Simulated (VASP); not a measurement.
# InAs (F-43m) in VASP: further runs, part 2 of 2

VASP 6.6.1.

**4. Relaxation of cell and atoms, PBE**

INCAR

```
SYSTEM = InAs
  PREC = Accurate
  ENCUT = 680
  EDIFF = 1E-7
  ISMEAR = -1
  SIGMA = 0.05
  LREAL = .False.
  LASPH = .True.
  NELM = 100
  ALGO = Fast
  ISIF = 3
  LWAVE = .False.
  LCHARG = .False.
  GGA = PE
  IBRION = 2
  NSW = 40
  EDIFFG = -0.01
```

KPOINTS

```
Automatic mesh
0
Gamma
  8 8 8
  0 0 0
```

POSCAR

```
InAs
1.0
    0.0000000000      3.0180000000      3.0180000000
    3.0180000000      0.0000000000      3.0180000000
    3.0180000000      3.0180000000      0.0000000000
In As
1 1
Direct
    0.0000000000      0.0000000000      0.0000000000
    0.7500000000      0.7500000000      0.7500000000
```

Potentials or basis: VASP PAW PBE potentials, release 64 (In_d_GW, As_GW).

The run is started by

```
$ cat potpaw_PBE.64/In_d_GW/POTCAR potpaw_PBE.64/As_GW/POTCAR > POTCAR
$ mpirun -np 1 vasp_std > vasp.out
```

OUTCAR:

```text
SYSTEM = InAs
   PREC = Accurate
   ENCUT = 680
   EDIFF = 1E-7
   ISMEAR = -1
   LREAL = .False.
   LASPH = .True.
   NELM = 100
   ISIF = 3
   GGA = PE
   IBRION = 2
   NSW = 40
   EDIFFG = -0.01

 ion  position               nearest neighbor table
   1  0.000  0.000  0.000-   2 2.61   2 2.61   2 2.61   2 2.61
   2  0.750  0.750  0.750-   1 2.61   1 2.61   1 2.61   1 2.61

  LATTYP: Found a face centered cubic cell.
 ALAT       =     6.0360000000

  Lattice vectors:

 A1 = (   0.0000000000,   3.0180000000,   3.0180000000)
 A2 = (   3.0180000000,   0.0000000000,   3.0180000000)
 A3 = (   3.0180000000,   3.0180000000,   0.0000000000)

Analysis of symmetry for initial positions (statically):
=====================================================================
 Subroutine PRICEL returns:
[... 380 lines left out ...]
      6      -8.5431      2.00000
      7       2.3684      1.99999
      8       2.9101      1.48586
      9       2.9101      1.48586
     10       2.9101      1.48586
     11       6.7836      0.00000
     12       6.7836      0.00000
     13       6.7836      0.00000
[... 354 lines left out ...]
  band No.  band energies     occupation
      1     -11.4799      2.00000
      2     -11.3416      2.00000
      3     -11.3310      2.00000
      4     -11.2766      2.00000
      5     -11.2670      2.00000
      6      -7.0403      2.00000
      7      -2.4338      2.00000
      8       0.4031      2.00000
      9       1.4249      2.00000
     10       5.5118      0.00000
     11       6.9778      0.00000
     12       8.6004      0.00000
     13       9.7106      0.00000

 [... further k-points ...]

------------------------ aborting loop because EDIFF is reached ----------------------------------------

  FORCE on cell =-STRESS in cart. coord.  units (eV):
  Direction    XX          YY          ZZ          XY          YZ          ZX
  --------------------------------------------------------------------------------------
  -------------------------------------------------------------------------------------
  Total        0.0187159      0.0187159      0.0187159      0.0000000      0.0000000      0.0000000
  in kB        0.5074633      0.5074633      0.5074633      0.0000000      0.0000000      0.0000000
  external PRESSURE =       0.5074633 kB  Pullay stress =       0.0000000 kB
[... 17 lines left out ...]
  FREE ENERGIE OF THE ION-ELECTRON SYSTEM (eV)
  ---------------------------------------------------
  free  energy   TOTEN  =        -7.7276143872 eV

  energy  without entropy=       -7.7270244086  energy(sigma->0) =       -7.72731940

 reached required accuracy - stopping structural energy minimisation
```

OSZICAR:

```text
N       E                     dE             d eps       ncg     rms          rms(c)
DAV:   1     0.131802583850E+03    0.13180E+03   -0.89063E+03   953   0.593E+03
DAV:   2     0.386459649249E+01   -0.12794E+03   -0.12222E+03  1423   0.913E+02
DAV:   3    -0.745845300081E+01   -0.11323E+02   -0.11270E+02  1379   0.165E+02
DAV:   4    -0.792497729165E+01   -0.46652E+00   -0.46579E+00  1157   0.286E+01
[... 395 lines left out ...]
RMM:   7    -0.772761454652E+01    0.12255E-06   -0.11363E-06   711   0.570E-02    0.131E-03
RMM:   8    -0.772761486185E+01   -0.31533E-06   -0.13213E-06   813   0.822E-02    0.256E-03
RMM:   9    -0.772761452293E+01    0.33891E-06   -0.65243E-07   797   0.637E-02    0.956E-04
RMM:  10    -0.772761435279E+01    0.17015E-06   -0.42036E-07   773   0.410E-02    0.642E-04
RMM:  11    -0.772761438722E+01   -0.34430E-07   -0.48722E-07   753   0.268E-02
  12 F= -.77276144E+01 E0= -.77273194E+01  d E =-.210262E-04
```

It took 8.4 min on 1 thread of Intel Xeon 6975P-C (Granite Rapids), shared host; peak memory 0.26 GiB.

Results:

* Free energy: -7.7276 eV
* Relaxed volume: 29.55 Å³/atom
* Relaxed cell: a = 4.372 Å, b = 4.372 Å, c = 4.372 Å, α = 60.00°, β = 60.00°, γ = 60.00°
* Space group after relaxing (to 0.05 Å): F-43m (No. 216)
* Energy gained by relaxing: 26.2 meV/atom
* Ionic steps: 12
* Pressure after relaxing: 0.1 GPa
* Band gap on the k mesh: none (metal or under the smearing width)

The path:
```tsv
step	energy change (eV)	largest force (eV/Å)	pressure (GPa)	volume (Å³)
1	0.0000	0.0000	4.14	54.98
2	-0.0456	0.0000	-1.51	60.83
3	-0.0523	0.0000	-0.18	59.11
4	-0.0522	0.0000	0.61	58.92
5	-0.0523	0.0000	0.15	59.02
6	-0.0523	0.0000	0.10	59.03
7	-0.0523	0.0000	0.08	59.05
8	-0.0523	0.0000	0.11	59.05
9	-0.0523	0.0000	0.10	59.05
10	-0.0523	0.0000	0.11	59.06
11	-0.0523	0.0000	0.09	59.07
12	-0.0523	0.0000	0.05	59.09
```

Final structure:
```
CELL_PARAMETERS angstrom
0.00000 3.09145 3.09145
3.09145 0.00000 3.09145
3.09145 3.09145 0.00000
ATOMIC_POSITIONS crystal
In 0.00000 0.00000 0.00000
As 0.75000 0.75000 0.75000
```

Caveat: this crystal is a semiconductor, whose small gap the functional closes, so the metal is an error of the method.

**5. The reference run**

An earlier run on the cell as given: functional PBE; potentials or basis VASP PAW PBE potentials, release 64 (In_d, As); cutoff 520 eV; k mesh 8 × 8 × 8; occupations fermi-dirac, width 0.05 eV; no spin polarisation.

- Pressure: 4.4 GPa
- Band gap on the k mesh: none (metal or under the smearing width)

**6. The runs side by side**

```csv
task,potentials or basis,cell,cutoff (eV),gap on the mesh (eV),pressure (GPa),relaxed volume (Å³/atom)
relaxation of cell and atoms,"VASP PAW PBE potentials, release 64 (In, As)",relaxed,580,none,0.0,29.95
relaxation of cell and atoms,"VASP PAW PBE potentials, release 64 (In_d, As)",relaxed,600,none,0.0,29.63
relaxation of cell and atoms,"VASP PAW PBE potentials, release 64 (In_d_GW, As_GW)",relaxed,680,none,0.1,29.55
single point,"VASP PAW PBE potentials, release 64 (In_d, As)",as given,520,none,4.4,-
```

Alike in all rows: level PBE; no spin polarisation; k mesh 8 × 8 × 8; smearing fermi-dirac 0.05 eV.

Caveats: this crystal is a semiconductor, whose small gap the functional closes, so the metal is an error of the method.

Total energies depend on the potentials used, so only differences within one code and one set of settings carry meaning.
